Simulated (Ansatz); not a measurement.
# AlCu₃: enthalpy under pressure, worked through

These are results of Ansatz 0.2.0, DFT r2SCAN, scalar-relativistic, plane waves, PAW, not measurements. Run with 500 eV cutoff, 12×12×8 k-mesh, Gaussian smearing of 0.10 eV, no spin polarisation.

Reference structure (relaxed):

```xyz
8
Lattice="5.1551 0.0000 0.0000 -2.5776 4.4645 0.0000 0.0000 0.0000 4.1887" Properties=species:S:1:pos:R:3 pbc="T T T"
Al    2.5776    1.4882    1.0472
Al    0.0000    2.9763    3.1415
Cu    1.2795    0.7387    3.1415
Cu    3.8757    0.7387    3.1415
Cu    2.5776    2.9871    3.1415
Cu    1.2981    3.7258    1.0472
Cu   -1.2981    3.7258    1.0472
Cu    0.0000    1.4774    1.0472
```

Cell and atoms were relaxed at each target pressure within the start's symmetry (P6_3/mmc), at zero temperature; other phases can be more stable under pressure. H = E + PV with P the target; E is the free energy at the smearing used, whose derivative the pressure is, per atom and counted from zero pressure.

```
P (GPa) V (Å³/atom) E − E0 (meV) H − H0 (meV)
      0       12.050           0.0           0.0
      1       11.975           0.2          75.0
      4       11.752           3.7         297.1
     12       11.266          27.6         871.4
     25       10.653          97.2        1759.5
```

Question: Thermodynamics gives dH/dP = V along a relaxed path. Integrate V over P by the trapezoid rule and compare with the computed enthalpies.

Answer: With 1 eV/Å³ = 160.22 GPa, each step adds the mean volume times ΔP / 160.22:
| P (GPa) | ∫V dP (meV) | H − H0 (meV) | difference (meV) |
| --- | --- | --- | --- |
| 1 | 75.0 | 75.0 | 0.0 |
| 4 | 297.1 | 297.1 | 0.0 |
| 12 | 871.8 | 871.4 | 0.4 |
| 25 | 1761.0 | 1759.5 | 1.6 |

V(P) curves upward, so the trapezoid rule runs high; integrating a smooth curve through the same points (P as a polynomial of degree 4 in ln V) puts that excess at about 1.1 meV at 25 GPa, against the 1.6 meV found.

Question: At 25 GPa, how much of the enthalpy change is stored energy and how much is the PV term?

Answer: E rises by 97 meV/atom and PV is 25 × 10.653 / 160.22 = 1662 meV/atom, so PV makes 94 % of ΔH. So between rival structures at high pressure a small difference in volume can outweigh the difference in energy: 1 % of this volume is worth 16.6 meV/atom at this pressure.

Question: What bulk modulus do the lowest pressures give?

Answer: From the pressures that the runs reached, -1.00 GPa (12.135 Å³) and 1.00 GPa (11.975 Å³), B = −ΔP/Δln V = 2.00 / 0.0133 = 151 GPa, a mean over that range.